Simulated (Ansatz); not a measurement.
Method: DFT PBE, scalar-relativistic, plane waves, PAW (Ansatz). Settings: cutoff 420 eV, Γ-centred meshes spaced at most about 0.3 Å⁻¹, and about 0.25 Å⁻¹ or finer for metals (2π included), Gaussian smearing. No spin polarisation.

These are static total energies at zero pressure.

Two forms of Si₄O were relaxed alike.

A.

```
Si O
1.0
    -2.00138    2.00138    4.71675
     2.00138   -2.00138    4.71675
     2.00138    2.00138   -4.71675
Si O
4 1
Direct
  0.65734 0.65734 0.00000
  0.50000 0.00000 0.50000
  0.00000 0.50000 0.50000
  0.34265 0.34265 0.00000
  0.00000 0.00000 0.00000
```

B.

```
Si O
1.0
    -2.67128    2.67128    2.67128
     2.67128   -2.67128    2.67128
     2.67128    2.67128   -2.67128
Si O
4 1
Direct
  0.42916 0.42916 0.42916
  0.57084 0.00000 0.00000
  0.00000 0.00000 0.57084
  0.00000 0.57084 0.00000
  0.00000 0.00000 0.00000
```

Question: Which would you expect to be lower, and how large is the difference?

Answer: A is lower, by 0.31 eV/atom. A has space group I4/mmm (No. 139), 15.1 Å³/atom and no gap on its mesh; B has space group I-43m (No. 217), 15.2 Å³/atom and no gap. A holds Si–Si nets (shortest 2.49 Å); in B the shortest Si–Si distance is 2.72 Å, near bonding range too. In A, Si on a site of symmetry 4mm has 4 Si at 2.49 Å; Si on a site of symmetry mmm has 2 O at 2.00 Å and 4 Si at 2.49 Å; around O lie 4 Si at 2.00 Å. In B, Si is surrounded by 1 O at 1.99 Å; O has 4 Si at 1.99 Å. Both come from invented guesses.

Weakly bound directions are ill-defined at this level, which has no dispersion term (I4/mmm), and this can change margins and order among such cells. Cells relaxed within their symmetry can be saddle points.
